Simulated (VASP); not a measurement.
The system is TaS2.

```
Ta S
1.0
     3.35000    0.00000    0.00000
    -1.67500    2.90119    0.00000
     0.00000    0.00000    5.86000
Ta S
1 2
Cartesian
  0.0000 0.0000 0.0000
  0.0000 1.9341 1.4650
  1.6750 0.9671 4.3950
```

```yaml
Program: VASP 6.6.1
Task: relaxation of cell and atoms
Functional: PBEsol
Potentials_or_basis: VASP PAW PBE potentials, release 64 (Ta_pv, S)
Cutoff: 600 eV
k_mesh: 15 × 15 × 6
Occupations: methfessel-paxton, width 0.1 eV
Spin: no spin polarisation
```

At the start: pressure 4.6 GPa; volume 18.98 Å³/atom.

Where does the relaxation end?

Over 20 steps the energy falls by 23.2 meV/atom and the volume is 18.89 Å³/atom (-0.5 %); space group P-3m1 (No. 164, to 0.05 Å).

The path:
```tsv
step	energy change (eV)	largest force (eV/Å)	pressure (GPa)	volume (Å³)
1	0.0000	1.0264	4.55	56.95
2	0.0733	1.1374	-9.19	61.50
3	-0.0517	0.1047	-1.51	58.68
4	-0.0517	0.1280	-1.37	58.63
5	-0.0675	0.0355	-0.49	57.82
6	-0.0685	0.0058	-0.20	57.56
7	-0.0684	0.0038	-0.18	57.54
8	-0.0685	0.0612	0.22	57.37
9	-0.0685	0.0405	0.09	57.43
10	-0.0687	0.0415	0.06	57.40
11	-0.0690	0.0462	0.00	57.28
12	-0.0689	0.0541	-0.10	57.05
13	-0.0690	0.0494	-0.03	57.19
14	-0.0692	0.0311	-0.12	57.14
15	-0.0694	0.0234	-0.35	56.99
16	-0.0695	0.0181	-0.24	56.89
17	-0.0696	0.0064	-0.02	56.68
18	-0.0696	0.0063	-0.02	56.67
19	-0.0696	0.0056	-0.03	56.66
20	-0.0696	0.0018	0.02	56.66
```

Final structure:
```
Ta S
1.0
     3.31722    0.00000    0.00000
    -1.65861    2.87279    0.00000
     0.00000    0.00000    5.94589
Ta S
1 2
Cartesian
  0.0000 0.0000 0.0000
  0.0000 1.9152 1.5424
  1.6586 0.9576 4.4035
```

Caveat: the PAW data sets were made with another functional, which shifts forces and pressure a little; this functional lacks dispersion, which binds the layers, so the pressure and a relaxed spacing across them are unreliable.
